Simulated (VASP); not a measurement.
A run of VASP 6.6.1 is set up as follows.

INCAR

```
SYSTEM = CaSe
  PREC = Accurate
  ENCUT = 520
  EDIFF = 1E-7
  ISMEAR = -1
  SIGMA = 0.05
  LREAL = .False.
  LASPH = .True.
  NELM = 80
  ALGO = Normal
  ISIF = 2
  LWAVE = .False.
  LCHARG = .False.
  GGA = PE
  NBANDS = 15
```

KPOINTS

```
Automatic mesh
0
Gamma
  8 8 8
  0 0 0
```

Contents of POSCAR:

```
CaSe
1.0
    0.0000000000      2.9789659816      2.9789659816
    2.9789659816      0.0000000000      2.9789659816
    2.9789659816      2.9789659816      0.0000000000
Ca Se
1 1
Direct
    0.0000000000      0.0000000000      0.0000000000
    0.5000000000      0.5000000000      0.5000000000
```

Potentials or basis: VASP PAW PBE potentials, release 64 (Ca_sv, Se).

The run is started by

```sh
$ cat potpaw_PBE.64/Ca_sv/POTCAR potpaw_PBE.64/Se/POTCAR > POTCAR
$ mpirun -np 1 vasp_std > vasp.out
```

(1) What does it give for the band gap on the k mesh?

(2) Estimate the pressure.

Answers

(1) 2.07 eV, indirect (least direct gap 2.99 eV).

(2) 0.2 GPa.

**Experimental background.**

A printed reference work, monograph, original work of 1988 reports, for a bulk crystal of CaSe at 2 K: band gap 3.85 eV (indirect).

Against the measured gap of CaSe, 3.85 eV (indirect; 2 K; a printed reference work, monograph, original work of 1988), the calculated 2.07 eV is off by -1.78 eV. Spin-orbit coupling on Se is left out. The value is that of PBE on a finite k mesh, which can miss the band edges, without temperature or zero-point motion. Semilocal functionals fall short of measured gaps as a rule.
